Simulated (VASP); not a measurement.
# Nb3Sn (Pm-3n) in VASP: notebook

The runs below take Nb3Sn through relaxation of cell and atoms, with LDA.

All numbers are computed with VASP 6.6.1; they aren't measurements. Logs are shortened: lines on timing, memory, paths and dates and some standing lists are left out, and cuts for length are marked.

### 1 The crystal as given

It takes space group Pm-3n (No. 223, cubic). Conventional cell: a = 5.282 Å, b = 5.282 Å, c = 5.282 Å, α = 90.00°, β = 90.00°, γ = 90.00°. Nb (site symmetry -4m2) has 2 Nb at 2.64 Å and 4 Sn at 2.95 Å as nearest neighbours. Around Sn (site symmetry m-3) lie 12 Nb at 2.95 Å.

### 2 Relaxation of cell and atoms, LDA

INCAR reads:

```
PREC     = Accurate       # precision mode
ENCUT    = 600            # plane-wave cutoff, eV
EDIFF    = 1E-6           # SCF threshold, eV
ISMEAR   = 1              # smearing method
SIGMA    = 0.1            # smearing width, eV
LREAL    = F              # projectors in reciprocal space
LASPH    = T              # aspherical terms in the spheres
NELM     = 80             # most SCF steps
ALGO     = Normal         # electronic algorithm
ISIF     = 3              # what is computed and relaxed
LWAVE    = F              # write WAVECAR
LCHARG   = F              # write CHGCAR
IBRION   = 2              # ionic algorithm
NSW      = 90             # ionic steps
EDIFFG   = -0.01          # ionic threshold
KPAR     = 2
```

KPOINTS reads:

```
Automatic mesh
0
Gamma
  8 8 8
```

POSCAR reads:

```
Nb3Sn
1.0
    5.2821000000      0.0000000000      0.0000000000
    0.0000000000      5.2821000000      0.0000000000
    0.0000000000      0.0000000000      5.2821000000
Nb Sn
6 2
Direct
    0.2500000000      0.0000000000      0.5000000000
    0.5000000000      0.7500000000      0.0000000000
    0.7500000000      0.0000000000      0.5000000000
    0.5000000000      0.2500000000      0.0000000000
    0.0000000000      0.5000000000      0.7500000000
    0.0000000000      0.5000000000      0.2500000000
    0.0000000000      0.0000000000      0.0000000000
    0.5000000000      0.5000000000      0.5000000000
```

Potentials or basis: VASP PAW LDA potentials, release 64 (Nb_sv, Sn_d).

The run is started by

```bash
$ cat potpaw_LDA.64/Nb_sv/POTCAR potpaw_LDA.64/Sn_d/POTCAR > POTCAR
$ mpirun -np 2 vasp_std > vasp.out
```

OUTCAR:

```text
PREC = Accurate
   ENCUT = 600
   EDIFF = 1E-6
   ISMEAR = 1
   LREAL = F
   LASPH = T
   NELM = 80
   ISIF = 3
   IBRION = 2
   NSW = 90
   EDIFFG = -0.01

 ion  position               nearest neighbor table
   1  0.250  0.000  0.500-   3 2.64   3 2.64   8 2.95   7 2.95   8 2.95   7 2.95
   2  0.500  0.750  0.000-   4 2.64   4 2.64   8 2.95   8 2.95   7 2.95   7 2.95
   3  0.750  0.000  0.500-   1 2.64   1 2.64   8 2.95   7 2.95   8 2.95   7 2.95
   4  0.500  0.250  0.000-   2 2.64   2 2.64   8 2.95   8 2.95   7 2.95   7 2.95
   5  0.000  0.500  0.750-   6 2.64   6 2.64   8 2.95   7 2.95   7 2.95   8 2.95
   6  0.000  0.500  0.250-   5 2.64   5 2.64   8 2.95   7 2.95   7 2.95   8 2.95
   7  0.000  0.000  0.000-   1 2.95   2 2.95   3 2.95   4 2.95   5 2.95   6 2.95   1 2.95   3 2.95
                             5 2.95   6 2.95   2 2.95   4 2.95
   8  0.500  0.500  0.500-   1 2.95   2 2.95   3 2.95   4 2.95   5 2.95   6 2.95   2 2.95   4 2.95
                             1 2.95   3 2.95   5 2.95   6 2.95

  LATTYP: Found a simple cubic cell.
 ALAT       =     5.2821000000

  Lattice vectors:

 A1 = (   5.2821000000,   0.0000000000,   0.0000000000)
 A2 = (   0.0000000000,   5.2821000000,   0.0000000000)
 A3 = (   0.0000000000,   0.0000000000,   5.2821000000)

Analysis of symmetry for initial positions (statically):
=====================================================================
 Subroutine PRICEL returns:
 Original cell was already a primitive cell.

 Routine SETGRP: Setting up the symmetry group for a
 simple cubic supercell.

 Subroutine GETGRP returns: Found 48 space group operations
 (whereof 24 operations were pure point group operations)
 out of a pool of 48 trial point group operations.

The static configuration has the point symmetry T_h .
 The point group associated with its full space group is O_h .

Analysis of symmetry for dynamics (positions and initial velocities):
=====================================================================
 Subroutine PRICEL returns:
 Original cell was already a primitive cell.

 Routine SETGRP: Setting up the symmetry group for a
 simple cubic supercell.

 Subroutine GETGRP returns: Found 48 space group operations
 (whereof 24 operations were pure point group operations)
 out of a pool of 48 trial point group operations.

The dynamic configuration has the point symmetry T_h .
 The point group associated with its full space group is O_h .

 Subroutine INISYM returns: Found 48 space group operations
 (whereof 24 operations are pure point group operations),
 and found     1 'primitive' translations

----------------------------------------------------------------------------------------

                                     Primitive cell

  volume of cell :     147.3737

  direct lattice vectors                    reciprocal lattice vectors
     5.282100000  0.000000000  0.000000000     0.189318642  0.000000000  0.000000000
     0.000000000  5.282100000  0.000000000     0.000000000  0.189318642  0.000000000
     0.000000000  0.000000000  5.282100000     0.000000000  0.000000000  0.189318642

  length of vectors
     5.282100000  5.282100000  5.282100000     0.189318642  0.189318642  0.189318642

  position of ions in fractional coordinates (direct lattice)
     0.250000000  0.000000000  0.500000000
     0.500000000  0.750000000  0.000000000
     0.750000000  0.000000000  0.500000000
     0.500000000  0.250000000  0.000000000
     0.000000000  0.500000000  0.750000000
     0.000000000  0.500000000  0.250000000
     0.000000000  0.000000000  0.000000000
     0.500000000  0.500000000  0.500000000

  ion indices of the primitive-cell ions
   primitive index   ion index
                 1           1
                 2           2
                 3           3
                 4           4
                 5           5
                 6           6
                 7           7
                 8           8

----------------------------------------------------------------------------------------

 KPOINTS: Automatic mesh

Automatic generation of k-mesh.
 Grid dimensions read from file:
 generate k-points for:    8    8    8

 Generating k-lattice:

  Cartesian coordinates                     Fractional coordinates (reciprocal lattice)
     0.023664830  0.000000000  0.000000000     0.125000000  0.000000000  0.000000000
     0.000000000  0.023664830  0.000000000     0.000000000  0.125000000  0.000000000
     0.000000000  0.000000000  0.023664830     0.000000000  0.000000000  0.125000000

  Length of vectors
     0.023664830  0.023664830  0.023664830

  Shift w.r.t. Gamma in fractional coordinates (k-lattice)
     0.000000000  0.000000000  0.000000000

 Subroutine IBZKPT returns following result:
 ===========================================

 Found     35 irreducible k-points:

 Following reciprocal coordinates:
            Coordinates               Weight
  0.000000  0.000000  0.000000      1.000000
  0.125000  0.000000  0.000000      6.000000
  0.250000  0.000000  0.000000      6.000000
  0.375000  0.000000  0.000000      6.000000
  0.500000  0.000000  0.000000      3.000000
  0.125000  0.125000  0.000000     12.000000
[... 16 lines left out ...]
  0.375000  0.375000  0.125000     24.000000
  0.500000  0.375000  0.125000     24.000000
 [... further k-points ...]
   k-points           NKPTS =     35   k-points in BZ     NKDIM =     35   number of bands    NBANDS=     63
   number of dos      NEDOS =    301   number of ions     NIONS =      8
   total plane-waves  NPLWV =  74088
   dimension x,y,z NGX =    42 NGY =   42 NGZ =   42
   dimension x,y,z NGXF=    84 NGYF=   84 NGZF=   84
   ions per type =               6   2
   NGX,Y,Z   is equivalent  to a cutoff of  13.22, 13.22, 13.22 a.u.
   NGXF,Y,Z  is equivalent  to a cutoff of  26.44, 26.44, 26.44 a.u.
 SYSTEM =  unknown system
   PREC   = accura    normal or accurate (medium, high low for compatibility)
   ISTART =      0    job   : 0-new  1-cont  2-samecut
   ICHARG =      2    charge: 1-file 2-atom 10-const
   ISPIN  =      1    spin polarized calculation?
   LNONCOLLINEAR =      F non collinear calculations
   LSORBIT =      F    spin-orbit coupling
   LASPH  =      T    aspherical Exc in radial PAW
   ENCUT  =  600.0 eV  44.10 Ry    6.64 a.u.  10.55 10.55 10.55*2*pi/ulx,y,z
   NELM   =     80;   NELMIN=  2; NELMDL= -5     # of ELM steps
   EDIFF  = 0.1E-05   stopping-criterion for ELM
   LREAL  =      F    real-space projection
   EDIFFG = -.1E-01   stopping-criterion for IOM
   NSW    =     90    number of steps for IOM
   IBRION =      2    ionic relax: 0-MD 1-quasi-New 2-CG
   NFREE  =      1    steps in history (QN), initial steepest desc. (CG)
   ISIF   =      3    stress and relaxation
   ISYM   =      2    0-nonsym 1-usesym 2-fastsym
   POTIM  = 0.5000    time-step for ionic-motion
   TEBEG  =    0.0;   TEEND  =   0.0 temperature during run
   PSTRESS=    0.0 pullay stress
   NELECT =     106.0000    total number of electrons
   NUPDOWN=      -1.0000    fix difference up-down
   EMIN   =  10.00;   EMAX   =-10.00  energy-range for DOS
   EFERMI =   0.00;   METHOD = LEGACY
   ISMEAR =     1;   SIGMA  =   0.10  broadening in eV -4-tet -1-fermi 0-gaus
   EFERMI_NEDOS =   21; number of points for ismear=-14 and -15
   IALGO  =     38    algorithm
   IMIX   =      4    mixing-type and parameters
     AMIX     =   0.40;   BMIX     =  1.00
     AMIX_MAG =   1.60;   BMIX_MAG =  1.00
  volume/ion in A,a.u.               =      18.42       124.32
  Fermi-wavevector in a.u.,A,eV,Ry     =   1.466798  2.771845 29.272866  2.151495
  Thomas-Fermi vector in A             =   2.582492
   LORBIT       =      0    0 simple, 1 ext, 2 COOP (PROOUT), +10 PAW based schemes
   GGA     = CA    functional components
   LHFCALC =     F    Hartree Fock is set to
   AEXX    =    0.0000 exact exchange contribution
   IVDW    =     0    specifies the selected vdW correction
   LEPSILON=     F    determine dielectric tensor
   LRPA    =     F    only Hartree local field effects (RPA)
 conjugate gradient relaxation of ions
 non-spin polarized calculation
 Methfessel and Paxton  Order N= 1 SIGMA  =   0.10
  energy-cutoff  :      600.00
  volume of cell :      147.37
 maximum number of plane-waves:      4950
   NGX = 21   NGY = 21   NGZ = 21

--------------------------------------- Ionic step        1  -------------------------------------------

 number of electron     106.0000023 magnetization

 Free energy of the ion-electron system (eV)
  ---------------------------------------------------
  ext. energy  EPLUGINS =         0.00000000
  ---------------------------------------------------
  free energy    TOTEN  =       -78.12551427 eV

  energy without entropy =      -78.11283649  energy(sigma->0) =      -78.12128834

------------------------ aborting loop because EDIFF is reached ----------------------------------------

  FORCE on cell =-STRESS in cart. coord.  units (eV):
  Direction    XX          YY          ZZ          XY          YZ          ZX
  --------------------------------------------------------------------------------------
  -------------------------------------------------------------------------------------
  Total       -5.5002522     -5.5002522     -5.5002522     -0.0000000      0.0000000     -0.0000000
  in kB      -59.7961650    -59.7961650    -59.7961650     -0.0000000      0.0000000     -0.0000000
  external PRESSURE =     -59.7961650 kB  Pullay stress =       0.0000000 kB
[... 111 lines left out ...]
  energy  without entropy=      -78.2094303497  energy(sigma->0) =      -78.21782753

--------------------------------------- Ionic step        4  -------------------------------------------

 number of electron     106.0000009 magnetization

 Free energy of the ion-electron system (eV)
  ---------------------------------------------------
  ext. energy  EPLUGINS =         0.00000000
  ---------------------------------------------------
  free energy    TOTEN  =       -78.22207301 eV

  energy without entropy =      -78.20949028  energy(sigma->0) =      -78.21787877

 E-fermi :  11.7367     XC(G=0): -12.7710

 val. band max:       11.7340315113   @ k =   0.1250   0.1250   0.0000
 cond. band min:      11.7460127236   @ k =   0.2500   0.0000   0.0000
 fundamental gap:      0.0119812123
 Fermi energy:        11.7366917228

 k-point     1 :       0.0000    0.0000    0.0000
  band No.  band energies     occupation
      1     -42.4673      2.00000
      2     -42.3796      2.00000
      3     -42.3796      2.00000
      4     -42.1232      2.00000
      5     -42.1232      2.00000
      6     -42.1232      2.00000
[... 1573 lines left out ...]
     62      14.4011      0.00000
     63      14.4931      0.00000

 [... further k-points ...]
[... 5 lines left out ...]
  --------------------------------------------------------------------------------------
  -------------------------------------------------------------------------------------
  Total        0.0010535      0.0010535      0.0010535      0.0000000      0.0000000      0.0000000
  in kB        0.0118572      0.0118572      0.0118572      0.0000000      0.0000000      0.0000000
  external PRESSURE =       0.0118572 kB  Pullay stress =       0.0000000 kB
[... 23 lines left out ...]
  FREE ENERGIE OF THE ION-ELECTRON SYSTEM (eV)
  ---------------------------------------------------
  free  energy   TOTEN  =       -78.2220730092 eV

  energy  without entropy=      -78.2094902808  energy(sigma->0) =      -78.21787877

 reached required accuracy - stopping structural energy minimisation
```

Wall time 10 min (2 MPI ranks of AMD EPYC 7R13 (Zen 3), shared host); peak memory 0.4 GiB.

Results:

| Quantity | Value |
| --- | --- |
| Free energy | -78.2221 eV |
| Relaxed volume | 17.79 Å³/atom |
| Relaxed cell | a = 5.221 Å, b = 5.221 Å, c = 5.221 Å, α = 90.00°, β = 90.00°, γ = 90.00° |
| Space group after relaxing (to 0.05 Å) | Pm-3n (No. 223) |
| Energy gained by relaxing | 12.1 meV/atom |
| Ionic steps | 4 |
| Pressure after relaxing | 0.0 GPa |
| Band gap on the k mesh | none (metal or under the smearing width) |

Step by step:
```
step  energy change (eV)  largest force (eV/Å)  pressure (GPa)  volume (Å³)
   1              0.0000                0.0000           -5.98       147.37
   2              0.2858                0.0000           14.15       133.19
   3             -0.0965                0.0000           -0.16       142.46
   4             -0.0966                0.0000            0.00       142.35
```

Final structure:
```yaml
crystal:
  lattice:
    - [5.22137, 0.00000, 0.00000]
    - [0.00000, 5.22137, 0.00000]
    - [0.00000, 0.00000, 5.22137]
  atoms:
    - { symbol: Nb, position: [0.25000, 0.00000, 0.50000] }
    - { symbol: Nb, position: [0.50000, 0.75000, 0.00000] }
    - { symbol: Nb, position: [0.75000, 0.00000, 0.50000] }
    - { symbol: Nb, position: [0.50000, 0.25000, 0.00000] }
    - { symbol: Nb, position: [0.00000, 0.50000, 0.75000] }
    - { symbol: Nb, position: [0.00000, 0.50000, 0.25000] }
    - { symbol: Sn, position: [0.00000, 0.00000, 0.00000] }
    - { symbol: Sn, position: [0.50000, 0.50000, 0.50000] }
```

### 3 Relaxation of cell and atoms, LDA

This run uses another cell than the first one, of 17.79 Å³/atom, 0.966 times its volume.

INCAR, as its differences from that of step 2:

```diff
@@ -2,3 +2,3 @@
 ENCUT    = 600            # plane-wave cutoff, eV
-EDIFF    = 1E-6           # SCF threshold, eV
+EDIFF    = 1E-7           # SCF threshold, eV
 ISMEAR   = 1              # smearing method
@@ -14,3 +14,3 @@
 NSW      = 90             # ionic steps
-EDIFFG   = -0.01          # ionic threshold
+EDIFFG   = -0.005         # ionic threshold
 KPAR     = 2
```

KPOINTS is that of step 2.

POSCAR reads:

```
Nb3Sn                                   
1.0
    5.2213729148      0.0000000000     -0.0000000000
   -0.0000000000      5.2213729148      0.0000000000
   -0.0000000000      0.0000000000      5.2213729148
  Nb              Sn            
     6     2
Direct
     0.2500000000000000    0.0000000000000000    0.5000000000000000
     0.5000000000000000    0.7500000000000000    1.0000000000000000
     0.7500000000000000    1.0000000000000000    0.5000000000000000
     0.5000000000000000    0.2500000000000000    0.0000000000000000
     0.0000000000000000    0.5000000000000000    0.7500000000000000
     1.0000000000000000    0.5000000000000000    0.2500000000000000
     1.0000000000000000    1.0000000000000000    1.0000000000000000
     0.5000000000000000    0.5000000000000000    0.5000000000000000
```

Potentials or basis: VASP PAW LDA potentials, release 64 (Nb_sv, Sn_d).

The run is started by

```bash
$ cat potpaw_LDA.64/Nb_sv/POTCAR potpaw_LDA.64/Sn_d/POTCAR > POTCAR
$ mpirun -np 2 vasp_std > vasp.out
```

Wall time 3.3 min (2 MPI ranks of AMD EPYC 7R13 (Zen 3), shared host); peak memory 0.38 GiB.

Results (log left out):

```yaml
Free_energy: -78.2200 eV
Pressure_after_relaxing: 0.0 GPa
Band_gap_on_the_k_mesh: none (metal or under the smearing width)
```

Final structure:
```yaml
crystal:
  lattice:
    - [5.22137, 0.00000, 0.00000]
    - [0.00000, 5.22137, 0.00000]
    - [0.00000, 0.00000, 5.22137]
  atoms:
    - { symbol: Nb, position: [0.25000, 0.00000, 0.50000] }
    - { symbol: Nb, position: [0.50000, 0.75000, 0.00000] }
    - { symbol: Nb, position: [0.75000, 0.00000, 0.50000] }
    - { symbol: Nb, position: [0.50000, 0.25000, 0.00000] }
    - { symbol: Nb, position: [0.00000, 0.50000, 0.75000] }
    - { symbol: Nb, position: [0.00000, 0.50000, 0.25000] }
    - { symbol: Sn, position: [0.00000, 0.00000, 0.00000] }
    - { symbol: Sn, position: [0.50000, 0.50000, 0.50000] }
```

Levels at points of the mesh, in eV from the Fermi level:
```csv
k point,band 51,band 52,band 53,band 54,band 55,band 56
"(0.00, 0.00, 0.00)",-0.56,-0.56,-0.07,-0.07,2.45,2.45
"(0.50, 0.00, 0.00)",-0.88,-0.88,-0.34,-0.34,1.61,1.61
"(0.50, 0.50, 0.00)",0.13,0.13,0.27,0.58,0.69,0.69
"(0.50, 0.50, 0.50)",0.01,0.01,0.17,0.17,0.17,0.17
```

Caveat: the relaxation stopped at its first step, so nothing moved.
